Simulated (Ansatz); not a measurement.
# WC: the cost of one run

All numbers below are computed with Ansatz 0.2.0 (DFT PBE, plane waves, PAW, scalar-relativistic, no spin polarisation).

The COD cell was measured well above room temperature, so it is larger than a cold one.

### 1 The structure to begin with

The cell holds 16 atoms (C8W8): a = 5.802 Å, b = 5.024 Å, c = 5.694 Å, α = 90.00°, β = 90.00°, γ = 90.00°.

Coordinates:

```xyz
16
Lattice="-2.9008 -5.0243 0.0000 4.3511 -2.5121 0.0000 0.0000 0.0000 5.6941" Properties=species:S:1:pos:R:3 pbc="T T T"
W     0.0000   -5.0243    0.0000
C     1.4504   -4.1869    1.4235
W     0.0000   -5.0243    2.8470
C     1.4504   -4.1869    4.2705
W    -1.4504   -2.5121    0.0000
C     0.0000   -1.6748    1.4235
W    -1.4504   -2.5121    2.8470
C     0.0000   -1.6748    4.2705
W     1.4504   -2.5121    0.0000
C     2.9008   -1.6748    1.4235
W     1.4504   -2.5121    2.8470
C     2.9008   -1.6748    4.2705
W     0.0000    0.0000    0.0000
C    -1.4504   -4.1869    1.4235
W     0.0000    0.0000    2.8470
C    -1.4504   -4.1869    4.2705
```

### 2 Run 1

200 steps of 1.5 fs under a Langevin thermostat at 2000 K.

Contents of input.yaml:

```yaml
accuracy: low
crystal:
  lattice:
    - [-2.900765, -5.024272, 0.0]
    - [4.351147, -2.512136, 0.0]
    - [0.0, 0.0, 5.694056]
  atoms:
    - { symbol: W, position: [0.75, 0.5, 0.0] }
    - { symbol: C, position: [0.5, 0.6666667, 0.25] }
    - { symbol: W, position: [0.75, 0.5, 0.5] }
    - { symbol: C, position: [0.5, 0.6666667, 0.75] }
    - { symbol: W, position: [0.5, 0.0, 0.0] }
    - { symbol: C, position: [0.25, 0.1666667, 0.25] }
    - { symbol: W, position: [0.5, 0.0, 0.5] }
    - { symbol: C, position: [0.25, 0.1666667, 0.75] }
    - { symbol: W, position: [0.25, 0.5, 0.0] }
    - { symbol: C, position: [0.0, 0.6666667, 0.25] }
    - { symbol: W, position: [0.25, 0.5, 0.5] }
    - { symbol: C, position: [0.0, 0.6666667, 0.75] }
    - { symbol: W, position: [0.0, 0.0, 0.0] }
    - { symbol: C, position: [0.75, 0.1666667, 0.25] }
    - { symbol: W, position: [0.0, 0.0, 0.5] }
    - { symbol: C, position: [0.75, 0.1666667, 0.75] }
basis:
  ecutwfc: 420.0
kpoints:
  mp_grid: { grid: [2, 2, 2] }
hamiltonian:
  xc: pbe
scf:
  occupations: { method: fermi_dirac, width: 0.17 }
  lower_state_search: "off"
md:
  timestep: 1.5
  n_steps: 200
  ensemble: nvt_langevin
  temperature: 2000.0
  initial_velocities: maxwell_boltzmann
  seed: 781267
  friction: 0.02
```

Started as:

```
$ ansatz run input.yaml --threads 1 --pin off --max-ram 3072MiB --backend cpu --events-out ev --progress --plain --runs-dir out
```

What time and memory should one allow on 1 thread of Intel Xeon Platinum 8488C (Sapphire Rapids), shared host?

About 11 min, with a peak of 0.66 GiB.
